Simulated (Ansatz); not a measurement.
Starting structure, clean slab, lower planes held (Ru, P6_3/mmc (No. 194), (0 0 1) face):

```yaml
crystal:
  lattice:
    - [5.44005, 0.00000, 0.00000]
    - [-2.72003, 4.71122, 0.00000]
    - [0.00000, 0.00000, 22.44515]
  atoms:
    - { symbol: Ru, position: [0.33333, 0.16667, 0.35642] }
    - { symbol: Ru, position: [0.33333, 0.66667, 0.35642] }
    - { symbol: Ru, position: [0.83333, 0.16667, 0.35642] }
    - { symbol: Ru, position: [0.83333, 0.66667, 0.35642] }
    - { symbol: Ru, position: [0.16667, 0.33333, 0.45214] }
    - { symbol: Ru, position: [0.16667, 0.83333, 0.45214] }
    - { symbol: Ru, position: [0.66667, 0.33333, 0.45214] }
    - { symbol: Ru, position: [0.66667, 0.83333, 0.45214] }
    - { symbol: Ru, position: [0.33333, 0.16667, 0.54786] }
    - { symbol: Ru, position: [0.33333, 0.66667, 0.54786] }
    - { symbol: Ru, position: [0.83333, 0.16667, 0.54786] }
    - { symbol: Ru, position: [0.83333, 0.66667, 0.54786] }
    - { symbol: Ru, position: [0.16667, 0.33333, 0.64358] }
    - { symbol: Ru, position: [0.16667, 0.83333, 0.64358] }
    - { symbol: Ru, position: [0.66667, 0.33333, 0.64358] }
    - { symbol: Ru, position: [0.66667, 0.83333, 0.64358] }
```

The calculation used DFT PBE, scalar-relativistic, plane waves, PAW in Ansatz 0.2.0. Cutoff 420 eV; k points 4×4×1 on the computed 16-atom cell (Γ-centred); Gaussian smearing, width 0.10 eV; no spin polarisation. A dipole correction removes the field between periodic images along c.

Atoms 1, 2, 3, 4, 5, 6, 7, 8 (counted from 1) are held. The cell is fixed. Force threshold 0.03 eV/Å.

| step | E − E_final (eV) | largest force (eV/Å) |
| --- | --- | --- |
| 1 | 0.125 | 0.717 |
| 2 | 0.051 | 0.535 |
| 3 | 0.000 | 0.021 |
| 4 | 0.000 | 0.021 |

(1) What is the final structure?

## Answers

(1)
```
Ru
1.0
     5.44005    0.00000    0.00000
    -2.72003    4.71122    0.00000
     0.00000    0.00000   22.44515
Ru
16
Direct
  0.33333 0.16667 0.35642
  0.33333 0.66667 0.35642
  0.83333 0.16667 0.35642
  0.83333 0.66667 0.35642
  0.16667 0.33333 0.45214
  0.16667 0.83333 0.45214
  0.66667 0.33333 0.45214
  0.66667 0.83333 0.45214
  0.33333 0.16667 0.54832
  0.33333 0.66667 0.54832
  0.83333 0.16667 0.54832
  0.83333 0.66667 0.54832
  0.16667 0.33333 0.64027
  0.16667 0.83333 0.64027
  0.66667 0.33333 0.64027
  0.66667 0.83333 0.64027
```